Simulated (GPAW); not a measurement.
Wanted: an ASE script for a GPAW 26.7.0 run.

```
Task                : band structure
Functional          : PBEsol
Potentials or basis : PAW data sets generated in the run's folder for this functional
Cutoff              : 600 eV
Basis               : pw
k mesh              : 8 × 8 × 4
Occupations         : fermi-dirac, width 0.05 eV
Spin                : no spin polarisation
Maxiter             : 150
Band path           : GMKGALHA,LM,KH
Band points         : 80
```

SiGe:

```
Ge Si
1.0
     3.90445    0.00000    0.00000
    -1.95223    3.38135    0.00000
     0.00000    0.00000    6.45078
Ge Si
2 2
Direct
  0.33333 0.66667 0.00039
  0.66667 0.33333 0.50039
  0.33333 0.66667 0.37461
  0.66667 0.33333 0.87461
```

The cell comes from a database or a generator and needn't be the stable form of this composition.

One way to write it, as run:

run.py

```python
from ase import Atoms
from ase.dft.bandgap import bandgap
from ase.io import write
from ase.units import GPa
from gpaw import GPAW, PW, setup_paths

setup_paths.insert(0, '.')

atoms = Atoms(['Ge', 'Ge', 'Si', 'Si'],
              cell=[[3.9044512986, 0.0, 0.0],
                    [-1.9522256493, 3.3813540124, 0.0],
                    [0.0, 0.0, 6.450783]],
              scaled_positions=[[0.3333333333, 0.6666666667, 0.000392],
                                [0.6666666667, 0.3333333333, 0.500392],
                                [0.3333333333, 0.6666666667, 0.374607],
                                [0.6666666667, 0.3333333333, 0.874607]],
              pbc=True)

calc = GPAW(mode=PW(600),
            xc='PBEsol',
            kpts={'size': (8, 8, 4), 'gamma': True},
            occupations={'name': 'fermi-dirac', 'width': 0.05},
            nbands=18,
            convergence={'density': 1e-05, 'energy': 1e-05},
            maxiter=150,
            txt='gpaw.txt')
atoms.calc = calc
energy = atoms.get_potential_energy()
forces = atoms.get_forces()
stress = atoms.get_stress()
calc.write('gs.gpw')
write('result.traj', atoms)
print(f'Energy: {energy:.6f} eV')
print('Forces (eV/A):')
print(forces.round(4))
print('Stress (GPa):', (stress / GPa).round(3))
print('Fermi level:', round(calc.get_fermi_level(), 4), 'eV')
print(f'Gap: {bandgap(calc)[0]:.4f} eV, direct: {bandgap(calc, direct=True)[0]:.4f} eV')

path = atoms.cell.bandpath('GMKGALHA,LM,KH', npoints=80, eps=1e-4)
bs_calc = calc.fixed_density(kpts=path, symmetry='off', nbands=33,
                             convergence={'bands': 'CBM+6.0', 'eigenstates': 1e-6}, txt='bands.txt')
bs = bs_calc.band_structure()
bs.write('bs.json')
print(f'Gap on the path: {bandgap(bs_calc)[0]:.4f} eV')
```

Potentials or basis: PAW data sets generated in the run's folder for this functional, pw.

Command:

```sh
$ gpaw-setup -f PBEsol Ge Si
$ OMP_NUM_THREADS=1 python run.py
```

Results of the run:

- Pressure: 0.4 GPa
- Largest force: 0.015 eV/Å
- Band gap on the k mesh: 0.34 eV, indirect (least direct gap 0.41 eV)
- Band gap along the path: 0.34 eV, indirect (least direct gap 0.41 eV)

Wall time 90 s on 1 thread of AMD EPYC 7R43 64-Core Processor (Zen 3), on a shared host, peak memory 0.4 GiB.
